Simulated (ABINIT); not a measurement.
Crystal: K.

```xyz
1
Lattice="0.0000 3.3919 3.3919 3.3919 0.0000 3.3919 3.3919 3.3919 0.0000" Properties=species:S:1:pos:R:3 pbc="T T T"
K     0.0000    0.0000    0.0000
```

This isn't the form of K at room conditions, which is bcc.

```yaml
Program: ABINIT 10.8.3 (patched build)
Task: relaxation of cell and atoms
Functional: PBEsol
Potentials_or_basis: JTH PAW PBE v2.0
Cutoff: 435 eV
k_mesh: 5 × 5 × 5
Occupations: fermi-dirac, width 0.05 eV
Spin: no spin polarisation
```

At the start: pressure -0.3 GPa; volume 78.05 Å³/atom.

Where does the relaxation end?

Over 4 steps the energy falls by 8.4 meV/atom and the volume is 70.42 Å³/atom (-9.8 %); space group Fm-3m (No. 225, to 0.05 Å).

Step by step:
| step | energy change (eV) | largest force (eV/Å) | pressure (GPa) | volume (Å³) |
| --- | --- | --- | --- | --- |
| 1 | 0.0000 | 0.0000 | -0.32 | 78.05 |
| 2 | -0.0002 | 0.0000 | -0.32 | 77.97 |
| 3 | -0.0084 | 0.0000 | 0.03 | 69.85 |
| 4 | -0.0084 | 0.0000 | 0.00 | 70.42 |

Final structure:
```cif
data_structure
_symmetry_space_group_name_H-M 'P 1'
_symmetry_Int_Tables_number 1
_cell_length_a 4.6353
_cell_length_b 4.6353
_cell_length_c 4.6353
_cell_angle_alpha 60.000
_cell_angle_beta 60.000
_cell_angle_gamma 60.000
_cell_volume 70.42
loop_
_atom_site_label
_atom_site_type_symbol
_atom_site_fract_x
_atom_site_fract_y
_atom_site_fract_z
_atom_site_occupancy
K1 K 0.00000 0.00000 0.00000 1
```

Caveat: the PAW data sets were made with another functional, which shifts forces and pressure a little.
